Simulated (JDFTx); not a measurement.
# BN (F-43m) in JDFTx: a series of runs

One crystal, BN, is run at these levels: PBEsol; tasks: equation of state.

Everything below comes from runs of JDFTx 1.7.0 (patched build). Logs are shortened: lines on timing, memory, paths and dates and some standing lists are left out, and cuts for length are marked. The log counts tension as positive stress, the text compression.

**What was measured.**

“Effect of nanostructuration on compressibility of cubic BN”, 2012, arxiv:1208.3664 quotes, for a bulk crystal of BN at 300 K: bulk modulus 395 ± 2 GPa.

The runs below are set against these values where they give the same quantity.

### Step 1. Starting point

It takes space group F-43m (No. 216, cubic). Conventional cell: a = 3.626 Å, b = 3.626 Å, c = 3.626 Å, α = 90.00°, β = 90.00°, γ = 90.00°. N (site symmetry -43m) is surrounded by 4 B at 1.57 Å. Around B (site symmetry -43m) lie 4 N at 1.57 Å.

The cell is a database's computed one.

### Step 2. Equation of state, PBEsol, 5.60 Å³/atom (volume scaled by 0.94)

File BN.in:

```
lattice \
    0.0000000000     3.3561358239     3.3561358239 \
    3.3561358239     0.0000000000     3.3561358239 \
    3.3561358239     3.3561358239     0.0000000000
coords-type Lattice
ion N      0.2500000000     0.2500000000     0.2500000000 1
ion B      0.0000000000     0.0000000000     0.0000000000 1

ion-species pseudo/N.upf
ion-species pseudo/B.upf
elec-cutoff 42 336
elec-ex-corr gga-PBEsol
kpoint-folding 13 13 13
elec-smearing Fermi 0.0018374661
elec-n-bands 9
electronic-SCF nIterations 100 energyDiffThreshold 1e-09
electronic-minimize nIterations 30 energyDiffThreshold 1e-7
forces-output-coords Cartesian

dump-name run.$VAR
dump End Ecomponents EigStats BandEigs Kpoints Forces Stress
```

Potentials or basis: PseudoDojo-SR-PBEsol-0.4.1-standard with smoothed tails.

The run is started by

```bash
$ jdftx -c 1 -i BN.in -o BN.out
```

The program printed:

```text
*************** JDFTx 1.7.0 (patched build) ***************

Input parsed successfully to the following command list (including defaults):
[... the input with its defaults ...]

---------- Setting up symmetries ----------

Found 48 point-group symmetries of the bravais lattice
Found 24 space-group symmetries with basis
Applied RMS atom displacement 0 bohrs to make symmetries exact.

---------- Initializing the Grid ----------
R =
[            0      3.35614      3.35614  ]
[      3.35614            0      3.35614  ]
[      3.35614      3.35614            0  ]
unit cell volume = 75.6047
G =
[  -0.936074   0.936074   0.936074  ]
[   0.936074  -0.936074   0.936074  ]
[   0.936074   0.936074  -0.936074  ]
Minimum fftbox size, Smin = [  40  40  40  ]
Chosen fftbox size, S = [  40  40  40  ]

---------- Initializing tighter grid for wavefunction operations ----------
R =
[            0      3.35614      3.35614  ]
[      3.35614            0      3.35614  ]
[      3.35614      3.35614            0  ]
unit cell volume = 75.6047
G =
[  -0.936074   0.936074   0.936074  ]
[   0.936074  -0.936074   0.936074  ]
[   0.936074   0.936074  -0.936074  ]
Minimum fftbox size, Smin = [  28  28  28  ]
Chosen fftbox size, S = [  28  28  28  ]

---------- Exchange Correlation functional ----------
Initalized PBEsol GGA exchange.
Initalized PBEsol GGA correlation.

---------- Setting up pseudopotentials ----------
Width of ionic core gaussian charges (only for fluid interactions / plotting) set to 0

Reading pseudopotential file 'pseudo/N.upf':
  'N' pseudopotential, 'PBESOL' functional
  Generated using ONCVPSP code by D. R. Hamann
  5 valence electrons, 2 orbitals, 4 projectors, 1001 radial grid points, with lMax = 1
    2S    l: 0   occupation:  2.0   eigenvalue: -0.678237
    2P    l: 1   occupation:  3.0   eigenvalue: -0.258576
  Core radius for overlap checks: 1.31 bohrs.

Reading pseudopotential file 'pseudo/B.upf':
  'B' pseudopotential, 'PBESOL' functional
  Generated using ONCVPSP code by D. R. Hamann
  3 valence electrons, 2 orbitals, 4 projectors, 1001 radial grid points, with lMax = 1
    2S    l: 0   occupation:  2.0   eigenvalue: -0.344017
    2P    l: 1   occupation:  1.0   eigenvalue: -0.130657
  Core radius for overlap checks: 1.18 bohrs.

Initialized 2 species with 2 total atoms.

Folded 1 k-points by 13x13x13 to 2197 k-points.

---------- Setting up k-points, bands, fillings ----------
Adding inversion symmetry to k-mesh for non-inversion-symmetric unit cell.
Reduced to 84 k-points under symmetry.
Computing the number of bands and number of electrons
Calculating initial fillings.
nElectrons:   8.000000   nBands: 9   nStates: 84

----- Setting up reduced wavefunction bases (one per k-point) -----
average nbasis = 982.718 , ideal nbasis = 982.916

---------- Setting up ewald sum ----------
Optimum gaussian width for ewald sums = 1.524299 bohr.
Real space sum over 1331 unit cells with max indices [  5  5  5  ]
Reciprocal space sum over 2197 terms with max indices [  6  6  6  ]

---------- Allocating electronic variables ----------
Initializing wave functions:  linear combination of atomic orbitals
Note: number of bands (9) exceeds available atomic orbitals (8)
N pseudo-atom occupations:   s ( 2 )  p ( 3 )
B pseudo-atom occupations:   s ( 2 )  p ( 1 )
	FillingsUpdate:  mu: +0.657995260  nElectrons: 8.000000
LCAOMinimize: Iter:   0  F: -12.8151200628638318  |grad|_K:  4.410e-03  alpha:  1.000e+00
	FillingsUpdate:  mu: +0.646178510  nElectrons: 8.000000
LCAOMinimize: Iter:   1  F: -12.8443468348291496  |grad|_K:  2.466e-04  alpha:  4.199e-01  linmin: -4.330e-01  cgtest:  5.927e-01
LCAOMinimize: Encountered beta<0, resetting CG.
[... 6 lines of inner loops ...]
LCAOMinimize: Iter:   4  F: -12.8445189933714801  |grad|_K:  5.196e-07  alpha:  5.856e-01  linmin:  9.706e-06  cgtest: -2.555e-05
	FillingsUpdate:  mu: +0.645342779  nElectrons: 8.000000
LCAOMinimize: Iter:   5  F: -12.8445189940132884  |grad|_K:  1.436e-08  alpha:  6.988e-01  linmin:  1.187e-03  cgtest: -2.830e-03
LCAOMinimize: Converged (|Delta F|<1.000000e-06 for 2 iters).

-------- Electronic minimization -----------
Will mix electronic density at each iteration.
	FillingsUpdate:  mu: +0.645342779  nElectrons: 8.000000
	FillingsUpdate:  mu: +0.554338686  nElectrons: 8.000000
SCF: Cycle:  0   F: -12.893628608764086   dF: -4.911e-02   |Residual|: 4.919e-02   |deigs|: 2.426e-01
	FillingsUpdate:  mu: +0.555666185  nElectrons: 8.000000
SCF: Cycle:  1   F: -12.893964723275444   dF: -3.361e-04   |Residual|: 2.476e-02   |deigs|: 1.155e-02
	FillingsUpdate:  mu: +0.557455888  nElectrons: 8.000000
SCF: Cycle:  2   F: -12.894025911720624   dF: -6.119e-05   |Residual|: 1.911e-03   |deigs|: 4.008e-03
	FillingsUpdate:  mu: +0.557603230  nElectrons: 8.000000
SCF: Cycle:  3   F: -12.894026493129042   dF: -5.814e-07   |Residual|: 9.359e-04   |deigs|: 3.655e-04
	FillingsUpdate:  mu: +0.557701679  nElectrons: 8.000000
SCF: Cycle:  4   F: -12.894026595405537   dF: -1.023e-07   |Residual|: 7.628e-05   |deigs|: 1.846e-04
	FillingsUpdate:  mu: +0.557704730  nElectrons: 8.000000
SCF: Cycle:  5   F: -12.894026606079796   dF: -1.067e-08   |Residual|: 2.677e-05   |deigs|: 8.233e-05
	FillingsUpdate:  mu: +0.557708099  nElectrons: 8.000000
SCF: Cycle:  6   F: -12.894026608859555   dF: -2.780e-09   |Residual|: 6.570e-06   |deigs|: 7.153e-05
	FillingsUpdate:  mu: +0.557708833  nElectrons: 8.000000
SCF: Cycle:  7   F: -12.894026609474706   dF: -6.152e-10   |Residual|: 2.035e-06   |deigs|: 3.934e-05
	FillingsUpdate:  mu: +0.557708718  nElectrons: 8.000000
SCF: Cycle:  8   F: -12.894026609638638   dF: -1.639e-10   |Residual|: 1.043e-06   |deigs|: 2.851e-05
SCF: Converged (|Delta E|<1.000000e-09 for 2 iters).

Setting wave functions to eigenvectors of Hamiltonian

# Stress tensor in Cartesian coordinates [Eh/a0^3]:
[ -0.000664386            0            0  ]
[            0 -0.000664386            0  ]
[            0            0 -0.000664386  ]

# Ionic positions in lattice coordinates:
ion N   0.250000000000000   0.250000000000000   0.250000000000000 1
ion B   0.000000000000000   0.000000000000000   0.000000000000000 1

# Forces in Cartesian coordinates:
force N   0.000000000000000   0.000000000000000  -0.000000000000000 1
force B   0.000000000000000   0.000000000000000  -0.000000000000000 1

# Energy components:
   Eewald =      -13.4040604330791133
       EH =        1.7179987924440183
     Eloc =       -5.7395981867057326
      Enl =       -1.1047501785954157
      Exc =       -4.3747495555724427
 Exc_core =        0.4768942151733980
       KE =        9.5342387366966541
-------------------------------------
     Etot =      -12.8940266096386367
       TS =        0.0000000000000013
-------------------------------------
        F =      -12.8940266096386384

IonicMinimize: Iter:   0  F: -12.894026609638638  |grad|_K:        nan
IonicMinimize: None of the convergence criteria satisfied after 0 iterations.

#--- Lowdin population analysis ---
# oxidation-state N -0.314
# oxidation-state B +0.339

Dumping 'run.eigStats' ...
	eMin: -0.325674 at state 0 ( [ +0.000000 +0.000000 +0.000000 ] spin 0 )
	HOMO: +0.440750 at state 0 ( [ +0.000000 +0.000000 +0.000000 ] spin 0 )
	mu  : +0.557709
	LUMO: +0.605553 at state 47 ( [ +0.000000 +0.461538 +0.461538 ] spin 0 )
	eMax: +1.377959 at state 0 ( [ +0.000000 +0.000000 +0.000000 ] spin 0 )
	HOMO-LUMO gap: +0.164803
	Optical gap  : +0.333791 at state 0 ( [ +0.000000 +0.000000 +0.000000 ] spin 0 )
Done!
[note: mu as printed may lie anywhere between the filled and the empty levels]
```

Run time: 23 s. Hardware: 1 thread of Arm Neoverse V2, shared host; peak memory 0.07 GiB.

Results:

| Quantity | Value |
| --- | --- |
| Free energy | -350.8643 eV |
| Pressure | 19.5 GPa |
| Band gap on the k mesh | 4.48 eV, indirect (least direct gap 9.08 eV) |
| Loewdin charges | N -0.31; B +0.34 e |

Caveat: an odd mesh through Γ misses points on the zone boundary, where band edges often lie.

### Step 3. Equation of state, PBEsol, 5.72 Å³/atom (volume scaled by 0.96)

Edit BN.in of step 2 so:

```diff
@@ -1,5 +1,5 @@
 lattice \
-    0.0000000000     3.3561358239     3.3561358239 \
-    3.3561358239     0.0000000000     3.3561358239 \
-    3.3561358239     3.3561358239     0.0000000000
+    0.0000000000     3.3797713619     3.3797713619 \
+    3.3797713619     0.0000000000     3.3797713619 \
+    3.3797713619     3.3797713619     0.0000000000
 coords-type Lattice
```

Potentials or basis: PseudoDojo-SR-PBEsol-0.4.1-standard with smoothed tails.

The run is started by

```bash
$ jdftx -c 1 -i BN.in -o BN.out
```

Run time: 22 s. Hardware: 1 thread of Arm Neoverse V2, shared host; peak memory 0.07 GiB.

Results (log left out):

```
Free energy            : -350.8865 eV
Pressure               : 10.3 GPa
Band gap on the k mesh : 4.46 eV, indirect (least direct gap 8.98 eV)
Loewdin charges        : N -0.32; B +0.34 e
```

Caveat: an odd mesh through Γ misses points on the zone boundary, where band edges often lie.

### Step 4. Equation of state, PBEsol, 5.84 Å³/atom (volume scaled by 0.98)

Edit BN.in of step 3 so:

```diff
@@ -1,5 +1,5 @@
 lattice \
-    0.0000000000     3.3797713619     3.3797713619 \
-    3.3797713619     0.0000000000     3.3797713619 \
-    3.3797713619     3.3797713619     0.0000000000
+    0.0000000000     3.4030808665     3.4030808665 \
+    3.4030808665     0.0000000000     3.4030808665 \
+    3.4030808665     3.4030808665     0.0000000000
 coords-type Lattice
```

The run is started by

```bash
$ jdftx -c 1 -i BN.in -o BN.out
```

Run time: 23 s. Hardware: 1 thread of Arm Neoverse V2, shared host; peak memory 0.07 GiB.

It converged, with:

```
Free energy            : -350.8955 eV
Pressure               : 1.9 GPa
Band gap on the k mesh : 4.43 eV, indirect (least direct gap 8.88 eV)
Loewdin charges        : N -0.32; B +0.34 e
```

Caveat: an odd mesh through Γ misses points on the zone boundary, where band edges often lie.

### Step 5. Equation of state, PBEsol, 5.96 Å³/atom

Edit BN.in of step 4 so:

```diff
@@ -1,5 +1,5 @@
 lattice \
-    0.0000000000     3.4030808665     3.4030808665 \
-    3.4030808665     0.0000000000     3.4030808665 \
-    3.4030808665     3.4030808665     0.0000000000
+    0.0000000000     3.4260753537     3.4260753537 \
+    3.4260753537     0.0000000000     3.4260753537 \
+    3.4260753537     3.4260753537     0.0000000000
 coords-type Lattice
```

The run is started by

```bash
$ jdftx -c 1 -i BN.in -o BN.out
```

Run time: 22 s. Hardware: 1 thread of Arm Neoverse V2, shared host; peak memory 0.07 GiB.

It converged, with:

| Quantity | Value |
| --- | --- |
| Free energy | -350.8926 eV |
| Pressure | -5.7 GPa |
| Band gap on the k mesh | 4.41 eV, indirect (least direct gap 8.78 eV) |
| Loewdin charges | N -0.32; B +0.34 e |

Caveat: an odd mesh through Γ misses points on the zone boundary, where band edges often lie.

### Step 6. Equation of state, PBEsol, 6.08 Å³/atom (volume scaled by 1.02)

Edit BN.in of step 5 so:

```diff
@@ -1,5 +1,5 @@
 lattice \
-    0.0000000000     3.4260753537     3.4260753537 \
-    3.4260753537     0.0000000000     3.4260753537 \
-    3.4260753537     3.4260753537     0.0000000000
+    0.0000000000     3.4487652558     3.4487652558 \
+    3.4487652558     0.0000000000     3.4487652558 \
+    3.4487652558     3.4487652558     0.0000000000
 coords-type Lattice
```

Potentials or basis: PseudoDojo-SR-PBEsol-0.4.1-standard with smoothed tails.

The run is started by

```bash
$ jdftx -c 1 -i BN.in -o BN.out
```

Wall time 24 s (1 thread of Arm Neoverse V2, shared host); peak memory 0.08 GiB.

It converged, with:

| Quantity | Value |
| --- | --- |
| Free energy | -350.8788 eV |
| Pressure | -12.7 GPa |
| Band gap on the k mesh | 4.38 eV, indirect (least direct gap 8.69 eV) |
| Loewdin charges | N -0.32; B +0.34 e |

Caveat: an odd mesh through Γ misses points on the zone boundary, where band edges often lie.

### Step 7. Equation of state, PBEsol, 6.20 Å³/atom (volume scaled by 1.04)

Edit BN.in of step 6 so:

```diff
@@ -1,5 +1,5 @@
 lattice \
-    0.0000000000     3.4487652558     3.4487652558 \
-    3.4487652558     0.0000000000     3.4487652558 \
-    3.4487652558     3.4487652558     0.0000000000
+    0.0000000000     3.4711604628     3.4711604628 \
+    3.4711604628     0.0000000000     3.4711604628 \
+    3.4711604628     3.4711604628     0.0000000000
 coords-type Lattice
```

The run is started by

```bash
$ jdftx -c 1 -i BN.in -o BN.out
```

It took 24 s on 1 thread of Arm Neoverse V2, shared host; peak memory 0.08 GiB.

Results (log left out):

```
Free energy            : -350.8552 eV
Pressure               : -19.0 GPa
Band gap on the k mesh : 4.35 eV, indirect (least direct gap 8.59 eV)
Loewdin charges        : N -0.32; B +0.34 e
```

Caveat: an odd mesh through Γ misses points on the zone boundary, where band edges often lie.

### Step 8. Equation of state, PBEsol, 6.32 Å³/atom (volume scaled by 1.06)

Edit BN.in of step 7 so:

```diff
@@ -1,5 +1,5 @@
 lattice \
-    0.0000000000     3.4711604628     3.4711604628 \
-    3.4711604628     0.0000000000     3.4711604628 \
-    3.4711604628     3.4711604628     0.0000000000
+    0.0000000000     3.4932703613     3.4932703613 \
+    3.4932703613     0.0000000000     3.4932703613 \
+    3.4932703613     3.4932703613     0.0000000000
 coords-type Lattice
```

The run is started by

```bash
$ jdftx -c 1 -i BN.in -o BN.out
```

It took 24 s on 1 thread of Arm Neoverse V2, shared host; peak memory 0.08 GiB.

Results (log left out):

```yaml
Free_energy: -350.8226 eV
Pressure: -24.7 GPa
Band_gap_on_the_k_mesh: 4.33 eV, indirect (least direct gap 8.50 eV)
Loewdin_charges: N -0.32; B +0.34 e
```

Caveat: an odd mesh through Γ misses points on the zone boundary, where band edges often lie.

### Step 9. Equation of state, PBEsol

Potentials or basis: PseudoDojo-SR-PBEsol-0.4.1-standard with smoothed tails.

This step only gathers the single runs of the series.

What came out:

- Equilibrium volume: 5.87 Å³/atom
- Bulk modulus: 385 GPa
- Pressure derivative of the bulk modulus: 3.7

Energy against volume, from the lowest point:
```
volume (Å³/atom)  energy (meV/atom)
           5.602              15.56
           5.721               4.51
           5.840               0.00
           5.959               1.45
           6.078               8.33
           6.198              20.13
           6.317              36.43
```

### Step 10. Comparison with measurements

Step 9. Measured bulk modulus of BN: 395 GPa (300 K; quoted in “Effect of nanostructuration on compressibility of cubic BN”, 2012, arxiv:1208.3664). This calculation gives 385 GPa (-2.5 %). The fit is for a static lattice scaled at fixed shape and fixed fractional positions.
